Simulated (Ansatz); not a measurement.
## LiCl: a bulk modulus from differences

The cell was reached from a generator's guess, though it ends in a space group that the Crystallography Open Database lists for this formula.

Computed with DFT PBE, scalar-relativistic, plane waves, PAW in Ansatz 0.2.0. Cutoff 420 eV, Γ-centred 8×8×8 mesh (2-atom cell), Gaussian smearing of 0.02 eV, no spin polarisation.

```
Li Cl
1.0
     0.00000    2.57413    2.57413
     2.57413    0.00000    2.57413
     2.57413    2.57413    0.00000
Li Cl
1 1
Cartesian
  0.0000 0.0000 0.0000
  2.5741 2.5741 2.5741
```

The cell was set to several volumes, with shape and atoms relaxed at each where symmetry leaves them free. Pressure is positive in compression, and energies count from the lowest row.

```
row  V (Å³/atom)  P (GPa)  ΔE (meV/atom)  gap on mesh (eV)
  1       15.010     5.42           31.2              6.85
  2       15.521        ?              ?                 ?
  3       16.033     2.30            7.1              6.63
  4       16.545     1.08            1.7              6.44
  5       17.057     0.04            0.0              6.27
  6       17.568    -0.85            1.3              6.10
  7       18.080    -1.60            5.3              5.95
  8       18.762    -2.44           13.9              5.77
```

Question: Find B = −V·ΔP/ΔV from rows 4 and 6 and from rows 1 and 3, and from the two its slope B′ and its value B0 at zero pressure.

Answer: Rows 4 and 6 give −(16.545 + 17.568)/2 × (-0.85 − (1.08))/(17.568 − 16.545) = 32.2 GPa at a mean pressure of 0.12 GPa. Rows 1 and 3 give −(15.010 + 16.033)/2 × (2.30 − (5.42))/(16.033 − 15.010) = 47.3 GPa at a mean pressure of 3.86 GPa. So B′ = (47.3 − 32.2)/(3.86 − (0.12)) = 4.04 and B0 = 32.2 − 4.04 × (0.12) = 31.7 GPa. A third-order Birch–Murnaghan fit to all the energies gives B0 = 31.8 GPa and B′ = 4.3.

Question: Estimate the pressure and energy of row 2.

Answer: From row 5, V0 = 17.057 × (1 + (0.04)/31.7) = 17.079 Å³/atom. Murnaghan's form P = (B0/B′)·[(V0/V)^B′ − 1] gives (31.7/4.04) × [(17.079/15.521)^4.04 − 1] = 3.70 GPa; the computed pressure is 3.73 GPa, so the estimate is off by -0.03 GPa. The work of compression from row 3, with the mean of the two pressures, gives ΔE = 7.1 + (3.70 + 2.30)/2 × (16.033 − 15.521)/160.2 × 1000 = 16.7 meV/atom (1 eV/Å³ = 160.2 GPa); the computed value is 16.7 meV/atom.

Question: Fit the gap against pressure through the other rows and estimate it at the computed pressure of row 2.

Answer: Over the 7 rows the mean pressure is 0.5643 GPa and the mean gap is 6.287 eV. The sums of products of deviations are S_xx = 42.84 and S_xy = 5.964, so the slope is 5.964/42.84 = 0.1392 (r = 0.97, rms misfit 0.08 eV). At 3.73 GPa the line gives 6.287 + (0.1392) × (3.73 − 0.5643) = 6.73 eV. The computed value is 6.82 eV, so the line is off by -0.09 eV, no more than the largest miss among the fitted rows (0.11 eV).

Kohn–Sham gaps at this level usually fall short of measured ones. All volumes keep the k mesh of the relaxed cell. A later test with randomly moved atoms came back to the same energy, though modes that don't fit the test's cell weren't probed.
